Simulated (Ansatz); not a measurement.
## Bi: pressure and largest V_zz against volume scale

Periodic Kohn-Sham DFT of a crystal at fixed atoms, scaled to volume_scale times the given cell; pressure positive in compression, energy less spherical unpolarised free atoms, largest_vzz the field gradient of largest size among the nuclei. The results are calculated, by Ansatz 0.2.0.

The cell before it is scaled or strained (space group R-3m, No. 166):
```
CELL_PARAMETERS angstrom
2.27300 1.31230 3.95400
-2.27300 1.31230 3.95400
0.00000 -2.62460 3.95400
ATOMIC_POSITIONS crystal
Bi 0.23389 0.23389 0.23389
Bi 0.76611 0.76611 0.76611
```

Settings of every row: method all-electron PAW; functional PBE; relativity scalar; k mesh 11x11x11; filling fermi-dirac; smearing width 0.03 eV; nucleus gaussian.

Atom start moment: 0 on all atoms.

Limits: field gradient without spin-orbit coupling on heavy atoms; no gap: field gradients move with the k mesh; no spin-orbit coupling on heavy atoms.

```csv
row,volume scale,V (Å³/atom),pressure (GPa),largest V_zz (1e21 V/m^2)
1,0.94,33.26,5.414,-3.689
2,0.96,33.967,4.073,-3.673
3,0.98,34.675,2.871,-3.652
4,0.99,35.029,?,?
5,1,35.383,1.794,-3.628
6,1.01,35.736,1.297,-3.614
7,1.02,36.09,0.828,-3.6
8,1.04,36.798,-0.039,-3.569
9,1.06,37.506,-0.816,-3.537
```

Question: what pressure and largest V_zz should row 4 give?

Worked fit of pressure. Take u = (V_r/V)^(2/3) − 1 with V_r = 35.559 Å³ an atom, which is twice the finite (Eulerian) strain; such expansions in the strain, on which the Birch-Murnaghan equation of state is built, carry the rest volume and the bulk modulus. The shown rows have u = 0.04557, 0.03101, 0.01692, 0.00331, -0.0033, -0.00983, -0.02257, -0.03491. Least squares give pressure = 1.5428 + 74.806 × u + 213.87 × u² + 189 × u³ GPa; a parabola predicts inner rows, each left out in turn, worse (root mean square 0.0032 against 0.0012 GPa). The rows lie off it by 0.000, -0.001, 0.000, 0.001, -0.001, 0.000, 0.000, 0.000. The pressure vanishes at u = -0.0220, or V = 36.76 Å³ an atom, and there the bulk modulus at fixed shape and fractions is B = −V dP/dV = (2/3)(1 + u) dP/du = 42.8 GPa. Letting shape and atoms relax would as a rule lower it, by much in layered, chain or molecular crystals. The withheld row has u = 0.01006, so the fit gives 1.5428 + 74.806 × (0.01006) + 213.87 × (0.01006)² + 189 × (0.01006)³ = 2.317 GPa.

The calculation gave 2.317 GPa. The fit meets it to the printed digit.

Worked fit of largest V_zz. Take t = volume scale − 1. The shown rows have t = -0.06, -0.04, -0.02, 0, 0.01, 0.02, 0.04, 0.06. Least squares give largest V_zz = −3.6276 + 1.279 × t + 4.06 × t² 1e21 V/m^2; a straight line predicts inner rows, each left out in turn, worse (root mean square 0.0048 against 0.0008 1e21 V/m^2). The rows lie off it by 0.001, -0.001, 0.000, 0.000, 0.000, 0.000, 0.001, -0.001. The withheld row has t = -0.01, so the fit gives −3.6276 + 1.279 × (-0.01) + 4.06 × (-0.01)² = -3.640 1e21 V/m^2.

The calculation gave -3.64 1e21 V/m^2. The fit meets it to the printed digit.
